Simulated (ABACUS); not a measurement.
Set up this calculation in ABACUS 3.10.1, as an ASE script.

- Task: single point
- Functional: LDA
- Potentials or basis: GBRV ultrasoft 1.5 LDA
- Cutoff: 544 eV
- Density cutoff: 4354 eV
- Basis: plane waves
- k mesh: 8 × 8 × 4
- Occupations: fermi-dirac, width 0.05 eV
- Spin: no spin polarisation
- Radial cutoff of the potentials (pseudo_rcut): 10 bohr
- SCF threshold on the density: 1e-08
- Max SCF steps: 100
- Eigensolver: dav
- Mixing: broyden
- Mixing share: 0.7
- Symmetry key: 1
- Bands: 35

The structure of GaN lies in GaN.cif:

```cif
data_GaN
_cell_length_a 3.18000000
_cell_length_b 3.18000000
_cell_length_c 5.16600000
_cell_angle_alpha 90.00000000
_cell_angle_beta 90.00000000
_cell_angle_gamma 120.00000000
_space_group_name_H-M_alt 'P1'
_space_group_name_Hall 'P 1'
_space_group_IT_number 1
loop_
_space_group_symop_operation_xyz
'x,y,z'
loop_
_atom_site_label
_atom_site_type_symbol
_atom_site_symmetry_multiplicity
_atom_site_Wyckoff_symbol
_atom_site_fract_x
_atom_site_fract_y
_atom_site_fract_z
_atom_site_occupancy
Ga1 Ga 1 a 0.6666666667 0.3333333333 0.5000000000 1
Ga2 Ga 1 a 0.3333333333 0.6666666667 0.0000000000 1
N1 N 1 a 0.6666666667 0.3333333333 0.8750000000 1
N2 N 1 a 0.3333333333 0.6666666667 0.3750000000 1
```

The input as run:

run_abacus.py

```python
"""ABACUS run from a structure file: ASE reads it, the script writes STRU, KPT and INPUT."""
import re
import subprocess
from ase.io import read
from ase.units import Bohr

atoms = read("GaN.cif")
atoms = atoms[(-atoms.numbers).argsort(kind="stable")]  # ABACUS lists atoms element by element
pseudo = {'Ga': 'ga_lda_v1.4.uspp.F.UPF', 'N': 'n_lda_v1.2.uspp.F.UPF'}
orbital = {}
magmoms = None
kmesh = [8, 8, 4]
params = {
    'suffix': 'GaN',
    'calculation': 'scf',
    'basis_type': 'pw',
    'pseudo_dir': './',
    'symmetry': 1,
    'dft_functional': 'pz',
    'ecutwfc': 40,
    'pseudo_rcut': 10,
    'nspin': 1,
    'nbands': 35,
    'ks_solver': 'dav',
    'smearing_method': 'fd',
    'smearing_sigma': 0.00367493,
    'scf_thr': 1e-08,
    'scf_nmax': 100,
    'mixing_type': 'broyden',
    'mixing_beta': 0.7,
    'cal_force': 1,
    'cal_stress': 1,
    'ecutrho': 320,
    'out_chg': 1,
    'kpar': 4,
}

symbols = atoms.get_chemical_symbols()
elements = list(dict.fromkeys(symbols))
lines = ["ATOMIC_SPECIES"] + [f"{e} {atoms.get_masses()[symbols.index(e)]:.4f} {pseudo[e]}" for e in elements]
if orbital:
    lines += ["", "NUMERICAL_ORBITAL"] + [orbital[e] for e in elements]
lines += ["", "LATTICE_CONSTANT", f"{1 / Bohr:.10f}", "", "LATTICE_VECTORS"]
lines += [" ".join(f"{x:.10f}" for x in v) for v in atoms.cell]
lines += ["", "ATOMIC_POSITIONS", "Direct"]
for e in elements:
    lines += ["", e, "0.0", str(symbols.count(e))]
    for i, p in enumerate(atoms.get_scaled_positions(wrap=False)):
        if symbols[i] == e:
            mag = "" if magmoms is None else " mag " + " ".join(str(x) for x in (magmoms[i] if isinstance(magmoms[i], list) else [magmoms[i]]))
            lines.append(" ".join(f"{x:.10f}" for x in p) + " 1 1 1" + mag)
open("STRU", "w").write("\n".join(lines) + "\n")
open("KPT", "w").write("K_POINTS\n0\nGamma\n%d %d %d 0 0 0\n" % tuple(kmesh))
open("INPUT", "w").write("INPUT_PARAMETERS\n" + "".join(f"{k:<20s}{v}\n" for k, v in params.items()))

done = subprocess.run(['mpirun', '-np', '4', 'abacus'])
if done.returncode:
    raise SystemExit(done.returncode)
log = open("OUT.GaN/running_scf.log").read()
print("final energy (eV):", re.findall(r"FINAL_ETOT_IS (\S+)", log))
```

Potentials or basis: GBRV ultrasoft 1.5 LDA, plane waves.

The run is started by

```console
$ OMP_NUM_THREADS=1 python run_abacus.py > log
```

Results of the run:

- Pressure: -4.2 GPa
- Largest force: 0.126 eV/Å
- Band gap on the k mesh: 1.98 eV, direct

Wall time 11 s on 4 MPI ranks on Intel(R) Xeon(R) 6975P-C (Granite Rapids) (shared host), peak memory 0.72 GiB a rank.
